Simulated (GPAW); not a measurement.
# MgS (P6_3mc) in GPAW: a series of runs

The runs below take MgS through equation of state, band structure, with PBEsol, r2SCAN.

Program: GPAW 26.7.0. These are calculated values, not measurements. Logs are shortened: lines on timing, memory, paths and dates and some standing lists are left out, and cuts for length are marked. The log counts tension as positive stress, the text compression.

**1. Starting point**

It takes space group P6_3mc (No. 186, hexagonal). Conventional cell: a = 4.035 Å, b = 4.035 Å, c = 6.432 Å, α = 90.00°, β = 90.00°, γ = 120.00°. S (site symmetry 3m) has 4 Mg at 2.45 to 2.47 Å as nearest neighbours. Mg (site symmetry 3m) has 4 S at 2.45 to 2.47 Å as nearest neighbours.

The cell comes from a database or a generator and needn't be the stable form of this composition.

**2. Equation of state, PBEsol**

The input, run.py:

```python
from ase import Atoms
from ase.eos import EquationOfState
from ase.io import Trajectory
from ase.units import GPa
from gpaw import GPAW, PW, setup_paths

setup_paths.insert(0, '.')

atoms = Atoms(['S', 'S', 'Mg', 'Mg'],
              cell=[[4.0346224068, 0.0, 0.0],
                    [-2.0173112034, 3.494085499, 0.0],
                    [0.0, 0.0, 6.43229418]],
              scaled_positions=[[0.6666666667, 0.3333333333, 0.87924415],
                                [0.3333333333, 0.6666666667, 0.37924415],
                                [0.3333333333, 0.6666666667, 0.99575485],
                                [0.6666666667, 0.3333333333, 0.49575485]],
              pbc=True)

traj = Trajectory('eos.traj', 'w')
volumes, energies = [], []
for x in [0.94, 0.96, 0.98, 1.0, 1.02, 1.04, 1.06]:
    a = atoms.copy()
    a.set_cell(atoms.cell * x**(1 / 3), scale_atoms=True)
    calc = GPAW(mode=PW(800),
                xc='PBEsol',
                kpts={'size': (5, 5, 3), 'gamma': True},
                occupations={'name': 'fermi-dirac', 'width': 0.05},
                nbands=28,
                convergence={'density': 1e-05, 'energy': 1e-05},
                maxiter=150,
                txt=f'eos-{x:.2f}.txt')
    a.calc = calc
    energies.append(a.get_potential_energy(force_consistent=True))
    volumes.append(a.get_volume())
    p = -a.get_stress()[:3].mean() / GPa
    calc.write(f'eos-{x:.2f}.gpw')
    traj.write(a)
    print(f'{x:.2f} {volumes[-1]:10.4f} A^3 {energies[-1]:14.6f} eV {p:9.3f} GPa', flush=True)

v0, e0, B = EquationOfState(volumes, energies, eos='birchmurnaghan').fit()
print(f'V0 = {v0:.4f} A^3, E0 = {e0:.6f} eV, B0 = {B / GPa:.2f} GPa')
```

Potentials or basis: PAW data sets generated in the run's folder for this functional, pw.

The run is started by

```sh
$ gpaw-setup -f PBEsol Mg S
$ OMP_NUM_THREADS=1 python run.py
```

The log of the run:

```text
__  _  _
 | _ |_)|_||  |
 |__||  | ||/\| - 26.7.0

Input parameters:
  mode=PW(ecut=800.0),
  convergence={'density': 1e-05, 'energy': 1e-05},
  kpts=MonkhorstPack(size=(5, 5, 3), gamma=True),
  maxiter=150,
  nbands=28,
  occupations=Occupations(name='fermi-dirac', width=0.05),
  xc=XC(name='PBEsol')

Diagonalizing LCAO Hamiltonian
Converting LCAO to pw mode

        Mg
            S

            Mg
        S

Atoms  # Å, Bohr magnetons
|   | symbol |         x |        y |        z |    initial magnetic moments |
|---|--------|-----------|----------|----------|-----------------------------|
| 0 |      S |  1.976130 | 1.140919 | 5.540105 | ( 0.0000,  0.0000,  0.0000) |
| 1 |      S | -0.000000 | 2.281838 | 2.389612 | ( 0.0000,  0.0000,  0.0000) |
| 2 |     Mg | -0.000000 | 2.281838 | 6.274237 | ( 0.0000,  0.0000,  0.0000) |
| 3 |     Mg |  1.976130 | 1.140919 | 3.123744 | ( 0.0000,  0.0000,  0.0000) |

Unit cell  # Å
| periodic |         x |        y |        z |  lengths |     angles |
|----------|-----------|----------|----------|----------|------------|
|      yes |  3.952260 | 0.000000 | 0.000000 | 3.952260 |  90.000000 |
|      yes | -1.976130 | 3.422758 | 0.000000 | 3.952260 |  90.000000 |
|      yes |  0.000000 | 0.000000 | 6.300986 | 6.300986 | 120.000000 |

Number of symmetries: 6
Symmetry operations  # r_c * U_cc + t_c -> r_c
|   | kind |            matrix            |
|---|------|------------------------------|
| 0 |  σ   |  1, 1, 0,  0,-1, 0,  0, 0, 1 |
| 1 |  E   |  1, 0, 0,  0, 1, 0,  0, 0, 1 |
| 2 |  C3  |  0, 1, 0, -1,-1, 0,  0, 0, 1 |
| 3 |  σ   |  0,-1, 0, -1, 0, 0,  0, 0, 1 |
| 4 |  σ   | -1, 0, 0,  1, 1, 0,  0, 0, 1 |
| 5 |  C3  | -1,-1, 0,  1, 0, 0,  0, 0, 1 |

BZ-sampling:
  Number of BZ points: 75
  Number of IBZ points: 12

  Monkhorst-Pack size: [5, 5, 3]
  Monkhorst-Pack shift: [0, 0, 0]

K-points  # in reciprocal-cell coordinates
|     |                                coordinates |     weight |
|-----|--------------------------------------------|------------|
|   0 | (  0.00000000,   0.00000000,   0.00000000) | 0.01333333 |
|   1 | (  0.00000000,   0.00000000,   0.33333333) | 0.02666667 |
|   2 | (  0.20000000,   0.00000000,  -0.33333333) | 0.08000000 |
|   3 | (  0.20000000,   0.00000000,   0.00000000) | 0.08000000 |
|   4 | (  0.20000000,   0.00000000,   0.33333333) | 0.08000000 |
|   5 | (  0.40000000,  -0.20000000,   0.00000000) | 0.08000000 |
|   6 | (  0.40000000,  -0.20000000,   0.33333333) | 0.16000000 |
|   7 | (  0.40000000,   0.00000000,  -0.33333333) | 0.08000000 |
|   8 | (  0.40000000,   0.00000000,   0.00000000) | 0.08000000 |
|   9 | (  0.40000000,   0.00000000,   0.33333333) | 0.08000000 |
| ... |                                            |            |
|  11 | (  0.40000000,   0.40000000,   0.33333333) | 0.16000000 |

Plane wave coefficients: 4394
Cutoff: 800.0 eV

Spin-components: 1 (collinear spins)
Bands:           28
Projectors:      20
Spin-degeneracy: 2
Datatype:        complex128

Parallelization:
  kpt:    1
  domain: 1
  band:   1

Density:
  Valence electrons: 32.0
  Components: 1
  Grid points: [27 27 42]
  Charge: 0.0  # |e|

Potential:
  Grid points: [27 27 42]

species:
  S:
    name:    Sulfur
    Z:       16.0
    valence: 6
    core:    10
    charge:  0.0  # [|e|]
    compensation charges:
      type: gauss
      rc: 0.24  # [Å]
      lmax: 2
    cutoffs:
      filter: 1.77  # [Å]
      core: 1.66  # [Å]
    projectors
    | kind |    occ | energy [eV] | rcut [Å] |
    |------|--------|-------------|----------|
    |   3s |  2.000 |     -17.192 |    0.974 |
    |   3p |  4.000 |      -6.978 |    0.979 |
    |    s |        |      10.020 |    0.974 |
    |    p |        |      20.234 |    0.979 |
    |    d |        |       0.000 |    0.900 |

    Using partial waves for S as LCAO basis

  Mg:
    name:    Magnesium
    Z:       12.0
    valence: 10
    core:    2
    charge:  0.0  # [|e|]
    compensation charges:
      type: gauss
      rc: 0.33  # [Å]
      lmax: 2
    cutoffs:
      filter: 1.86  # [Å]
      core: 0.54  # [Å]
    projectors
    | kind |    occ | energy [eV] | rcut [Å] |
    |------|--------|-------------|----------|
    |   2s |  2.000 |     -79.588 |    1.090 |
    |   3s |  2.000 |      -4.679 |    1.090 |
    |   2p |  6.000 |     -46.550 |    1.085 |
    |   3p |  0.000 |      -1.306 |    1.085 |
    |    d |        |       0.000 |    1.037 |

    Using partial waves for Mg as LCAO basis

Reference energy: -32555.769322  # eV

eigensolver:
  PPCG
  Converge bands: occupied
  niter=2

density mixing:
  MSR1-Mixer
  Pratt-step length: 0.05
  Maximum mixing coefficient: 0.75
  Old densities: 10
  SVD Regularization: 0.005
  Good broyden scale: 1.0
  Trust region scale: 1.0
  Backstep threshold: 4.0
  History deletion threshold: 6.0
  Fourier metric: weight=20.0, sigma=0.015

occupation numbers:
  Fermi-Dirac:
    width: 0.0500  # eV

poisson solver:
  ecut: 6400.0  # eV

xc functional:
  name: PBEsol with 2 nearest neighbor stencil

convergence criteria:
- Maximum integral of absolute [dens]ity change: 1e-05 electrons / valence electron
- Maximum [total energy] change in last 3 cyles: 1e-05 eV / valence electron
- Maximum integral of absolute [eigenst]ate change: 4e-08 eV^2 / valence electron
maximum number of iterations: 150

SCF iterations
|iter     | |      energy | eigst |  dens |
|---------|-|-------------|-------|-------|
|iter:   1| |  -18.773124 | +0.10 |       |
|iter:   2| |  -18.616071 | -1.93 | -1.10 |
|iter:   3| |  -17.996468 | -1.41 | -1.14 |
|iter:   4| |  -18.005929 | -3.14 | -1.77 |
|iter:   5| |  -18.008447 | -3.55 | -2.20 |
|iter:   6| |  -18.008486 | -5.44 | -3.25 |
|iter:   7| |  -18.008491c| -6.58 | -3.70 |
|iter:   8| |  -18.008491c| -7.82c| -4.66 |
|iter:   9| |  -18.008491c| -8.00c| -5.13c|

Converged in 9 steps
Energy contributions relative to reference atoms: (reference = -32555.769322)

Energy contributions:
  Kinetic:          21.868847
  Coulomb:         -19.109308
  Zero:              0.094050
  External:          0.000000
  Xc:              -20.862080
  Entropy:          -0.000000
  Spinorbit:         0.000000
  ----------------------------
  Free energy:     -18.008491
  Extrapolated:    -18.008491

dipole moment: (0.000001, 0.000000, 12.439268)  # |e|*Ang

Fermi level: 3.422
Eigenvalues  # (at kpt = [0.000, 0.000, 0.000])
| band index |      eig [eV] | occ [0-2] |
|------------|---------------|-----------|
|          0 |       -71.230 |     2.000 |
|        ... |               |           |
|          8 |        -9.345 |     2.000 |
|          9 |        -8.496 |     2.000 |
|         10 |        -1.208 |     2.000 |
|         11 |         1.673 |     2.000 |
|         12 |         1.673 |     2.000 |
|         13 |         2.124 |     2.000 |
[... 8 lines left out ...]
|         22 |        10.831 |     0.000 |
|         23 |        11.537 |     0.000 |
|        ... |               |           |
|         27 |        13.798 |     0.000 |

Gap: 3.569 eV
Transition (v -> c):
  (s=0, k=0, n=15, [0.00, 0.00, 0.00]) -> (s=0, k=0, n=16, [0.00, 0.00, 0.00])
No difference between direct/indirect transitions

Stress tensor  # eV/Ang^3
|         x |         y |         z |
|-----------|-----------|-----------|
| -0.024882 |  0.000000 |  0.000000 |
|  0.000000 | -0.024882 | -0.000000 |
|  0.000000 | -0.000000 | -0.020618 |

# Writing to eos-0.94.gpw (mode='')
```

Wall time 2.9 min (1 thread of Arm Neoverse V2, shared host); peak memory 0.3 GiB.

What came out:

```
Equilibrium volume                        : 22.58 Å³/atom
Bulk modulus at fixed shape and positions : 58 GPa
Pressure derivative of the bulk modulus   : 4.1
```

Energy against volume, from the lowest point:
```
volume (Å³/atom)  energy (meV/atom)
          21.309              14.29
          21.763               5.69
          22.216               1.06
          22.670               0.00
          23.123               2.17
          23.576               7.27
          24.030              15.00
```

Caveat: the cell was scaled at fixed shape and fractional positions, which overstates the stiffness of a crystal with free parameters, most of all of layers and chains.

**3. Band structure, r2SCAN**

The input, run.py:

```python
from ase import Atoms
from ase.dft.bandgap import bandgap
from ase.io import write
from ase.units import GPa
from gpaw import GPAW, PW

atoms = Atoms(['S', 'S', 'Mg', 'Mg'],
              cell=[[4.0346224068, 0.0, 0.0],
                    [-2.0173112034, 3.494085499, 0.0],
                    [0.0, 0.0, 6.43229418]],
              scaled_positions=[[0.6666666667, 0.3333333333, 0.87924415],
                                [0.3333333333, 0.6666666667, 0.37924415],
                                [0.3333333333, 0.6666666667, 0.99575485],
                                [0.6666666667, 0.3333333333, 0.49575485]],
              pbc=True)

calc = GPAW(mode=PW(800),
            xc='MGGA_X_R2SCAN+MGGA_C_R2SCAN',
            kpts={'size': (5, 5, 3), 'gamma': True},
            occupations={'name': 'fermi-dirac', 'width': 0.05},
            nbands=28,
            convergence={'density': 1e-05, 'energy': 1e-05},
            maxiter=150,
            txt='gpaw.txt')
atoms.calc = calc
energy = atoms.get_potential_energy()
forces = atoms.get_forces()
stress = atoms.get_stress()
calc.write('gs.gpw')
write('result.traj', atoms)
print(f'Energy: {energy:.6f} eV')
print('Forces (eV/A):')
print(forces.round(4))
print('Stress (GPa):', (stress / GPa).round(3))
print('Fermi level:', round(calc.get_fermi_level(), 4), 'eV')
print(f'Gap: {bandgap(calc)[0]:.4f} eV, direct: {bandgap(calc, direct=True)[0]:.4f} eV')

path = atoms.cell.bandpath('GMKGALHA,LM,KH', npoints=80, eps=1e-4)
bs_calc = calc.fixed_density(kpts=path, symmetry='off', nbands=46,
                             convergence={'bands': 'CBM+6.0', 'eigenstates': 1e-6}, txt='bands.txt')
bs = bs_calc.band_structure()
bs.write('bs.json')
print(f'Gap on the path: {bandgap(bs_calc)[0]:.4f} eV')
```

Potentials or basis: GPAW PAW data sets (gpaw-data 1.2.1), pw.

The run is started by

```sh
$ OMP_NUM_THREADS=1 python run.py
```

Wall time 9 min (1 thread of Arm Neoverse V2, shared host); peak memory 0.66 GiB.

It converged, with:

- Free energy: -30.7193 eV
- Pressure: 0.1 GPa
- Largest force: 0.054 eV/Å
- Band gap on the k mesh: 4.12 eV, direct
- Band gap along the path: 4.12 eV, direct

Forces on the atoms (eV/Å):
```
S    0.000  0.000 -0.054
S    0.000  0.000 -0.054
Mg   0.000  0.000  0.053
Mg   0.000  0.000  0.053
```

Stress tensor (GPa, compression positive):
```
 0.19  0.00  0.00
 0.00  0.19  0.00
 0.00  0.00 -0.02
```

Levels at the corners of the path, in eV from the valence-band top:
```tsv
point	band 12	band 13	band 14	band 15	band 16	band 17	band 18	band 19	band 20	band 21
Γ	-0.59	-0.59	-0.17	-0.17	0.00	4.12	5.37	8.07	8.07	8.84
M	-2.44	-1.89	-1.27	-0.93	-0.48	5.26	5.69	6.44	8.04	8.97
K	-2.26	-2.26	-1.39	-1.35	-1.35	5.27	7.51	8.00	8.00	8.64
Γ	-0.59	-0.59	-0.17	-0.17	0.00	4.12	5.37	8.07	8.07	8.84
A	-1.90	-0.39	-0.39	-0.39	-0.39	5.58	5.58	8.21	8.21	8.21
L	-3.12	-0.91	-0.91	-0.81	-0.81	5.17	5.17	6.91	6.91	9.86
H	-2.79	-2.03	-2.03	-0.53	-0.53	6.41	6.41	6.86	6.86	9.16
A	-1.90	-0.39	-0.39	-0.39	-0.39	5.58	5.58	8.21	8.21	8.21
L	-3.12	-0.91	-0.91	-0.81	-0.81	5.17	5.17	6.91	6.91	9.86
M	-2.44	-1.89	-1.27	-0.93	-0.48	5.26	5.69	6.44	8.04	8.97
K	-2.26	-2.26	-1.39	-1.35	-1.35	5.27	7.51	8.00	8.00	8.64
H	-2.79	-2.03	-2.03	-0.53	-0.53	6.41	6.41	6.86	6.86	9.16
```

Caveat: the PAW data sets were made with another functional, which shifts forces and pressure a little. r2SCAN opens gaps a little over a GGA but as a rule still falls short of measured ones.

**4. For comparison**

An earlier run on the cell as given: functional PBEsol; potentials or basis PAW data sets generated in the run's folder for this functional; cutoff 800 eV; basis pw; k mesh 8 × 8 × 4; occupations fermi-dirac, width 0.05 eV; no spin polarisation.

* Pressure: -0.3 GPa
* Largest force: 0.045 eV/Å
* Band gap on the k mesh: 3.27 eV, direct

**5. Summary**

| task | level | potentials or basis | k mesh | band path | band points | gap on the mesh (eV) | pressure (GPa) | largest force (eV/Å) |
| --- | --- | --- | --- | --- | --- | --- | --- | --- |
| equation of state | PBEsol | PAW data sets generated in the run's folder for this functional, pw | 5 × 5 × 3 | - | - | - | - | - |
| band structure | r2SCAN | GPAW PAW data sets (gpaw-data 1.2.1), pw | 5 × 5 × 3 | GMKGALHA,LM,KH | 80 | 4.12 | 0.1 | 0.05 |
| single point | PBEsol | PAW data sets generated in the run's folder for this functional, pw | 8 × 8 × 4 | - | - | 3.27 | -0.3 | 0.04 |

Alike in all rows: no spin polarisation; cell as given; cutoff (eV) 800; smearing fermi-dirac 0.05 eV.

Caveats: the cell was scaled at fixed shape and fractional positions, which overstates the stiffness of a crystal with free parameters, most of all of layers and chains (some runs); the PAW data sets were made with another functional, which shifts forces and pressure a little (some runs).

Absolute energies hang on the potentials; compare differences alone.
